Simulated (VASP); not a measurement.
A run of VASP 6.6.1:

Contents of INCAR:

```
PREC = Accurate
ENCUT = 600
EDIFF = 1E-6
ISMEAR = 0
SIGMA = 0.1
LREAL = False
LASPH = True
NELM = 100
ALGO = Fast
ISIF = 3
LWAVE = False
LCHARG = False
GGA = PE
IBRION = 2
NSW = 90
EDIFFG = -0.04
```

KPOINTS

```
Automatic mesh
0
Gamma
  6 6 4
```

Contents of POSCAR:

```
Pd
1.0
    3.6038394014      0.0000000000      0.0000000000
   -1.8019197007      3.1210164728      0.0000000000
    0.0000000000      0.0000000000      4.0886764389
Pd
3
Direct
    0.2254000000      0.0000000000      0.3333333333
    0.0000000000      0.2254000000      0.6666666667
    0.7746000000      0.7746000000      0.0000000000
```

Potentials or basis: VASP PAW PBE potentials, release 64 (Pd).

The run is started by

```sh
$ cat potpaw_PBE.64/Pd/POTCAR > POTCAR
$ mpirun -np 1 vasp_std > vasp.out
```

Hardware: 1 thread of Intel(R) Xeon(R) Platinum 8488C (Sapphire Rapids) (shared host).

Q: How long does it take, and how much memory?

A: Run time: 3.2 min on 1 thread of Intel(R) Xeon(R) Platinum 8488C (Sapphire Rapids), on a shared host, peak memory 0.19 GiB. Counts: scf iterations 148, k points 24, ion steps 13.
